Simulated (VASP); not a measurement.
# Fe (P6_3/mmc) in VASP: a series of runs, part 2 of 2

VASP 6.6.1. The steps go on from the part before.

### 3 Single point, revPBE, collinear spin, typed start

This run uses another cell than the first one, of 10.82 Å³/atom, 0.880 times its volume.

INCAR reads:

```
SYSTEM = Fe
  PREC = Accurate
  ENCUT = 520
  EDIFF = 1E-6
  ISMEAR = -1
  SIGMA = 0.05
  LREAL = .FALSE.
  LASPH = .TRUE.
  NELM = 150
  ALGO = Normal
  ISIF = 2
  LWAVE = .FALSE.
  LCHARG = .TRUE.
  ISPIN = 2
  MAGMOM = 2.637 2.637
  LORBIT = 11
  LMAXMIX = 4
  GGA = RE
  LELF = .TRUE.
  LVHAR = .TRUE.
  NBANDS = 19
```

KPOINTS reads:

```
regular mesh
0
G
  16 16 8
  0 0 0
```

POSCAR reads:

```
Fe
1.0
    2.4307141541      0.0000000000      0.0000000000
   -1.2153570771      2.1050602068      0.0000000000
    0.0000000000      0.0000000000      4.2303450280
Fe
2
Direct
    0.3333333333      0.6666666667      0.2500000000
    0.6666666667      0.3333333333      0.7500000000
```

Potentials or basis: VASP PAW PBE potentials, release 64 (Fe).

The run is started by

```console
> cat potpaw_PBE.64/Fe/POTCAR > POTCAR
> mpirun -np 1 vasp_std > vasp.out
```

OUTCAR:

```text
SYSTEM = Fe
   PREC = Accurate
   ENCUT = 520
   EDIFF = 1E-6
   ISMEAR = -1
   LREAL = .FALSE.
   LASPH = .TRUE.
   NELM = 150
   ISIF = 2
   ISPIN = 2
   LORBIT = 11
   GGA = RE

 ion  position               nearest neighbor table
   1  0.333  0.667  0.250-   2 2.54   2 2.54   2 2.54   2 2.54   2 2.54   2 2.54
   2  0.667  0.333  0.750-   1 2.54   1 2.54   1 2.54   1 2.54   1 2.54   1 2.54

  LATTYP: Found a hexagonal cell.
 ALAT       =     2.4307141541
 C/A-ratio  =     1.7403712489

  Lattice vectors:

 A1 = (   2.4307141541,   0.0000000000,   0.0000000000)
 A2 = (  -1.2153570771,   2.1050602068,   0.0000000000)
 A3 = (   0.0000000000,   0.0000000000,   4.2303450280)

Analysis of symmetry for initial positions (statically):
=====================================================================
 Subroutine PRICEL returns:
 Original cell was already a primitive cell.

 Routine SETGRP: Setting up the symmetry group for a
 hexagonal supercell.

 Subroutine GETGRP returns: Found 24 space group operations
 (whereof 12 operations were pure point group operations)
 out of a pool of 24 trial point group operations.

The static configuration has the point symmetry D_3d.
 The point group associated with its full space group is D_6h.

Analysis of symmetry for dynamics (positions and initial velocities):
=====================================================================
 Subroutine PRICEL returns:
 Original cell was already a primitive cell.

 Routine SETGRP: Setting up the symmetry group for a
 hexagonal supercell.

 Subroutine GETGRP returns: Found 24 space group operations
 (whereof 12 operations were pure point group operations)
 out of a pool of 24 trial point group operations.

The dynamic configuration has the point symmetry D_3d.
 The point group associated with its full space group is D_6h.

[... 151 lines left out ...]

 Free energy of the ion-electron system (eV)
  ---------------------------------------------------
  ext. energy  EPLUGINS =         0.00000000
  ---------------------------------------------------
  free energy    TOTEN  =       -15.21584707 eV

  energy without entropy =      -15.18813472  energy(sigma->0) =      -15.20199090

 E-fermi :   6.4308     XC(G=0): -13.3430

 val. band max:        6.4302165010   @ k =   0.1250  -0.0000   0.3750
 cond. band min:       6.4320350542   @ k =   0.2500   0.1250   0.5000
 fundamental gap:      0.0018185531
 Fermi energy:         6.4307603882

 spin component 1

 k-point     1 :       0.0000    0.0000    0.0000
  band No.  band energies     occupation
      1      -2.2834      1.00000
      2       1.4111      1.00000
      3       3.9761      1.00000
      4       4.3311      1.00000
      5       4.3311      1.00000
      6       4.6115      1.00000
[... 517 lines left out ...]
     18      25.9754      0.00000
     19      27.9512      0.00000

 [... further k-points ...]

 spin component 2

 k-point     1 :       0.0000    0.0000    0.0000
  band No.  band energies     occupation
      1      -2.1342      1.00000
      2       2.1401      1.00000
      3       5.2090      1.00000
      4       5.8279      0.99999
      5       5.8279      0.99999
      6       5.8706      0.99999
[... 517 lines left out ...]
     18      26.4787      0.00000
     19      28.4058      0.00000

 [... further k-points ...]

------------------------ aborting loop because EDIFF is reached ----------------------------------------

  FORCE on cell =-STRESS in cart. coord.  units (eV):
  Direction    XX          YY          ZZ          XY          YZ          ZX
  --------------------------------------------------------------------------------------
  -------------------------------------------------------------------------------------
  Total        1.1494709      1.1494709      1.4609723     -0.0000000     -0.0000000     -0.0000000
  in kB       85.0813468     85.0813468    108.1380108     -0.0000000     -0.0000000     -0.0000000
  external PRESSURE =      92.7669015 kB  Pullay stress =       0.0000000 kB

 VOLUME and BASIS-vectors are now :
 -----------------------------------------------------------------------------
  energy-cutoff  :      520.00
  volume of cell :       21.65
      direct lattice vectors                 reciprocal lattice vectors
     2.430714154  0.000000000  0.000000000     0.411401727  0.237522898  0.000000000
    -1.215357077  2.105060207  0.000000000     0.000000000  0.475045795  0.000000000
     0.000000000  0.000000000  4.230345028     0.000000000  0.000000000  0.236387338

 POSITION                                       TOTAL-FORCE (eV/Angst)
 -----------------------------------------------------------------------------------
     -0.00000      1.40337      1.05759        -0.000000      0.000000      0.000000
      1.21536      0.70169      3.17276         0.000000      0.000000      0.000000
 -----------------------------------------------------------------------------------
    total drift:                               -0.000000      0.000000     -0.000000

  FREE ENERGIE OF THE ION-ELECTRON SYSTEM (eV)
  ---------------------------------------------------
  free  energy   TOTEN  =       -15.2158470731 eV

  energy  without entropy=      -15.1881347179  energy(sigma->0) =      -15.20199090

 total charge

# of ion       s       p       d       tot
------------------------------------------
    1        0.513   0.581   6.283   7.377
    2        0.513   0.581   6.283   7.377
--------------------------------------------------
tot          1.027   1.163  12.565  14.755

 magnetization (x)

# of ion       s       p       d       tot
------------------------------------------
    1       -0.014  -0.036   1.711   1.661
    2       -0.014  -0.036   1.711   1.661
--------------------------------------------------
tot         -0.029  -0.072   3.422   3.321
```

stdout:

```text
POSCAR found type information on POSCAR Fe
 POSCAR found :  1 types and       2 ions
 scaLAPACK will be used
 -----------------------------------------------------------------------------
|                                                                             |
|                                                                             |
|     You enforced a specific xc type in the INCAR file but a different       |
|     I HOPE YOU KNOW WHAT YOU ARE DOING!                                     |
|                                                                             |
 -----------------------------------------------------------------------------

 LDA part: xc-table for (Slater+PW92), standard interpolation
 POSCAR, INCAR and KPOINTS ok, starting setup
 FFT: planning ... GRIDC
 FFT: planning ... GRID_SOFT
 FFT: planning ... GRID
 WAVECAR not read
 entering main loop
```

Wall time 50 s (1 thread of Intel Xeon 6975P-C (Granite Rapids), shared host); peak memory 0.2 GiB.

Results:

```
Free energy                                           : -15.2158 eV
Pressure                                              : 9.3 GPa
Band gap on the k mesh                                : none (metal or under the smearing width)
Net moment                                            : 3.35 μB per cell
Site moments                                          : Fe +1.66 μB
Valence electrons inside the program's atomic spheres : Fe 7.38
```

Stress tensor (GPa, compression positive):
```
 8.51  0.00  0.00
 0.00  8.51  0.00
 0.00  0.00 10.81
```

Caveat: the PAW data sets were made with another functional, which shifts forces and pressure a little.
